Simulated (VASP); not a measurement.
# BN (P6_3/mmc) in VASP: settings compared

One crystal, BN, is run at these levels: RPBE+D3(BJ), r2SCAN-EpsX; tasks: density of states, single point.

Everything below comes from runs of VASP 6.6.1. Logs are shortened: lines on timing, memory, paths and dates and some standing lists are left out, and cuts for length are marked.

### Step 1. The crystal as given

Symmetry: P6_3/mmc, No. 194, hexagonal system. Conventional cell: a = 2.498 Å, b = 2.498 Å, c = 6.636 Å, α = 90.00°, β = 90.00°, γ = 120.00°. N (site symmetry -6m2) is surrounded by 3 B at 1.44 Å. B (site symmetry -6m2) has 3 N at 1.44 Å as nearest neighbours.

### Step 2. Density of states, RPBE+D3(BJ) (volume scaled by 0.88)

run.py reads:

```python
from ase.calculators.vasp import Vasp
from ase.dft.dos import DOS
from ase.spacegroup import crystal

atoms = crystal(
    ['N', 'B'],
    basis=[[0.6666666667, 0.3333333333, 0.25], [0.6666666667, 0.3333333333, 0.75]],
    spacegroup=194,
    setting=1,
    cellpar=[2.39402335, 2.39402335, 6.35888495, 90.0, 90.0, 120.0],
    primitive_cell=True,
)
calc = Vasp(
    directory='calc',
    xc='rpbe',
    pp='PBE',
    setups='minimal',
    prec='Accurate',
    encut=400,
    ediff=1e-06,
    ismear=0,
    sigma=0.05,
    lreal=False,
    lasph=True,
    nelm=60,
    algo='Fast',
    isif=2,
    lwave=False,
    lcharg=False,
    ivdw=12,
    lorbit=10,
    nelmin=4,
    kpts=[12, 12, 4],
    gamma=True,
    nbands=16,
)
atoms.calc = calc

print('energy (eV):', atoms.get_potential_energy())
print('free energy (eV):', atoms.get_potential_energy(force_consistent=True))
print('forces (eV/A):')
print(atoms.get_forces())
print('stress (eV/A^3, Voigt):', atoms.get_stress())
print('Fermi level (eV):', calc.get_fermi_level())
dos = DOS(calc, width=0.1, window=(-10, 10), npts=201)
print('E - E_F (eV), DOS (1/eV)')
for e, g in zip(dos.get_energies(), dos.get_dos()):
    print(f'{e:8.3f} {g:10.4f}')
```

Potentials or basis: VASP PAW PBE potentials, release 64 (N, B).

Command:

```bash
$ python run.py
```

Log:

```text
energy (eV): -34.81479887
free energy (eV): -34.81479887
forces (eV/A):
[[ 0. -0.  0.]
 [ 0.  0.  0.]
 [-0.  0.  0.]
 [ 0. -0.  0.]]
stress (eV/A^3, Voigt): [-0.37880208 -0.37880208  0.04467717 -0.         -0.         -0.        ]
Fermi level (eV): 3.63077975
E - E_F (eV), DOS (1/eV)
 -10.000     0.0001
  -9.900     0.0101
  -9.800     0.1712
  -9.700     0.4541
  -9.600     0.4384
  -9.500     1.7555
[... 193 lines left out ...]
   9.900     0.6803
  10.000     0.5831
```

OUTCAR:

```text
ENCUT = 400.000000
   EDIFF = 1.00e-06
   GGA = RP
   PREC = Accurate
   ISIF = 2
   ISMEAR = 0
   LORBIT = 10
   NELM = 60
   NELMIN = 4
   IVDW = 12
[... 698 lines left out ...]
    total drift:                               -0.000000      0.000000     -0.000000

  FREE ENERGIE OF THE ION-ELECTRON SYSTEM (eV)
  ---------------------------------------------------
  free  energy   TOTEN  =       -34.8147988688 eV

  energy  without entropy=      -34.8147988688  energy(sigma->0) =      -34.81479887

 total charge

# of ion       s       p       d       tot
------------------------------------------
    1        1.272   2.858   0.000   4.130
    2        1.272   2.858   0.000   4.130
    3        0.819   1.625   0.000   2.444
    4        0.819   1.625   0.000   2.444
--------------------------------------------------
tot          4.181   8.967   0.000  13.148
```

Wall time 12 s (1 thread of Intel Xeon Platinum 8488C (Sapphire Rapids), shared host); peak memory 0.14 GiB.

The run converged, but some of its settings lie outside the range that counts as converged (typed here: ENCUT = 400; NELMIN = 4), so its numbers aren't taken as properties of the crystal.

Results:

```yaml
Free_energy: -34.8148 eV
Band_gap_on_the_k_mesh: 4.52 eV, indirect (least direct gap 5.00 eV)
Valence_electrons_inside_the_program's_atomic_spheres: N 4.13; B 2.44
Dispersion_energy_per_atom: -0.483 eV
```

Caveat: the cutoff is under 1.25 times the usual one of these potentials, so pressure, stress and relaxed cells hold a basis-set (Pulay) error; the PAW data sets were made with another functional, which shifts forces and pressure a little.

### Step 3. Single point, r2SCAN-EpsX

POSCAR reads:

```
BN
1.0
    2.4982400000      0.0000000000      0.0000000000
   -1.2491200000      2.1635393048      0.0000000000
    0.0000000000      0.0000000000      6.6357000000
N B
2 2
Direct
    0.6666666667      0.3333333333      0.2500000000
    0.3333333333      0.6666666667      0.7500000000
    0.6666666667      0.3333333333      0.7500000000
    0.3333333333      0.6666666667      0.2500000000
```

INCAR.step1 reads:

```
PREC = Accurate
ENCUT = 520
EDIFF = 1E-8
ISMEAR = -5
SIGMA = 0.2
LREAL = False
LASPH = True
NELM = 100
ALGO = Normal
ISIF = 2
LWAVE = False
LCHARG = False
BMIX = 3.0
GGA = PE
LEPSILON = True
```

KPOINTS.step1 reads:

```
Automatic mesh
0
G
  12 12 4
  0 0 0
```

INCAR.step2 reads:

```
PREC = Accurate
ENCUT = 520
EDIFF = 1E-5
ISMEAR = -5
SIGMA = 0.2
LREAL = False
LASPH = True
NELM = 100
ALGO = Normal
ISIF = 2
LWAVE = True
LCHARG = False
BMIX = 3.0
GGA = PE
```

KPOINTS.step2 reads:

```
regular mesh
0
Gamma
  6 6 2
```

INCAR.step3 reads:

```
PREC = Accurate
ENCUT = 520
EDIFF = 1E-7
ISMEAR = -5
SIGMA = 0.2
LREAL = False
LASPH = True
NELM = 100
ALGO = Normal
ISIF = 2
LWAVE = False
LCHARG = False
METAGGA = R2SCAN
LHFCALC = True
AEXX = 0.2463
LMIXTAU = True
PRECFOCK = Fast
HFRCUT = -1
BMIX = 3.0
ISTART = 1
```

KPOINTS.step3 reads:

```
regular mesh
0
Gamma
  6 6 2
```

Potentials or basis: VASP PAW PBE potentials, release 64 (N, B).

Command:

```bash
$ cat potpaw_PBE.64/N/POTCAR potpaw_PBE.64/B/POTCAR > POTCAR
$ cp INCAR.step1 INCAR
$ cp KPOINTS.step1 KPOINTS
$ mpirun -np 1 vasp_std > vasp.out
$ cp INCAR.step2 INCAR
$ cp KPOINTS.step2 KPOINTS
$ mpirun -np 1 vasp_std > vasp.out
$ cp INCAR.step3 INCAR
$ cp KPOINTS.step3 KPOINTS
$ mpirun -np 1 vasp_std > vasp.out
```

OUTCAR:

```text
PREC = Accurate
   ENCUT = 520
   EDIFF = 1E-7
   ISMEAR = -5
   LREAL = False
   LASPH = True
   NELM = 100
   ISIF = 2
   METAGGA = R2SCAN
   LHFCALC = True
   AEXX = 0.2463
   PRECFOCK = Fast
   ISTART = 1

 ion  position               nearest neighbor table
   1  0.667  0.333  0.250-   4 1.44   4 1.44   4 1.44
   2  0.333  0.667  0.750-   3 1.44   3 1.44   3 1.44
   3  0.667  0.333  0.750-   2 1.44   2 1.44   2 1.44
   4  0.333  0.667  0.250-   1 1.44   1 1.44   1 1.44
[... 410 lines left out ...]

  FORCE on cell =-STRESS in cart. coord.  units (eV):
  Direction    XX          YY          ZZ          XY          YZ          ZX
  --------------------------------------------------------------------------------------
  -------------------------------------------------------------------------------------
  Total       -0.6639912     -0.6639912      0.0951281     -0.0000000      0.0000000      0.0000000
  in kB      -29.6610991    -29.6610991      4.2494587     -0.0000000      0.0000000      0.0000000
  external PRESSURE =     -18.3575798 kB  Pullay stress =       0.0000000 kB

 VOLUME and BASIS-vectors are now :
 -----------------------------------------------------------------------------
  energy-cutoff  :      520.00
  volume of cell :       35.87
      direct lattice vectors                 reciprocal lattice vectors
     2.498240000  0.000000000  0.000000000     0.400281798  0.231102804  0.000000000
    -1.249120000  2.163539305  0.000000000     0.000000000  0.462205608  0.000000000
     0.000000000  0.000000000  6.635700000     0.000000000  0.000000000  0.150700002

 POSITION                                       TOTAL-FORCE (eV/Angst)
 -----------------------------------------------------------------------------------
      1.24912      0.72118      1.65892         0.000000      0.000000     -0.000000
     -0.00000      1.44236      4.97677        -0.000000     -0.000000      0.000000
      1.24912      0.72118      4.97677        -0.000000     -0.000000      0.000000
     -0.00000      1.44236      1.65892        -0.000000     -0.000000     -0.000000
 -----------------------------------------------------------------------------------
    total drift:                               -0.000001     -0.000001     -0.000000

  FREE ENERGIE OF THE ION-ELECTRON SYSTEM (eV)
  ---------------------------------------------------
  free  energy   TOTEN  =       -45.0982457384 eV

  energy  without entropy=      -45.0982457384  energy(sigma->0) =      -45.09824574
```

Wall time 5.3 min (1 thread of Intel Xeon Platinum 8488C (Sapphire Rapids), shared host); peak memory 0.26 GiB.

What came out:

```
Free energy            : -45.0982 eV
Pressure               : -1.8 GPa
Band gap on the k mesh : 6.71 eV, indirect (least direct gap 7.21 eV)
```

Caveat: the k mesh is coarse (spacing up to 0.48 Å⁻¹), so the values aren't converged, least of all with exact exchange; the PAW data sets were made with another functional, which shifts forces and pressure a little. A k mesh can miss the band edges.
